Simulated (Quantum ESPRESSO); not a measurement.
Crystal: Ti.

```xyz
2
Lattice="2.9500 0.0000 0.0000 -1.4750 2.5548 0.0000 0.0000 0.0000 4.6800" Properties=species:S:1:pos:R:3 pbc="T T T"
Ti    1.4750    0.8516    3.5100
Ti    0.0000    1.7032    1.1700
```

| Property | Result |
| --- | --- |
| Program | Quantum ESPRESSO 7.5 |
| Task | single point |
| Functional | PBE |
| Potentials or basis | SSSP 1.3 efficiency PBE |
| Cutoff | 748 eV |
| Density cutoff | 5987 eV |
| k mesh | 10 × 10 × 6 |
| Occupations | fermi-dirac, width 0.05 eV |
| Spin | no spin polarisation |

On this cell: pressure -1.5 GPa; largest force under 0.003 eV/Å; band gap on the k mesh none (metal or under the smearing width).

The same run follows on a disturbed copy (atoms moved at random, drawn with an rms of 0.05 Å):

```
Ti
1.0
     2.95000    0.00000    0.00000
    -1.47500    2.55477    0.00000
     0.00000    0.00000    4.68000
Ti
2
Direct
  0.68616 0.32688 0.74849
  0.33797 0.67291 0.24873
```

What does the disturbed cell give?

The energy (extrapolated to zero smearing) moves by +2.0 meV/atom; pressure -1.5 GPa; largest force 0.107 eV/Å; band gap on the k mesh none (metal or under the smearing width).

Forces on the atoms (eV/Å):
```
Ti  -0.095  0.049  0.003
Ti   0.095 -0.049 -0.003
```

Stress tensor (GPa, compression positive):
```
-1.75  0.71  0.00
 0.71 -1.02  0.00
 0.00  0.00 -1.69
```
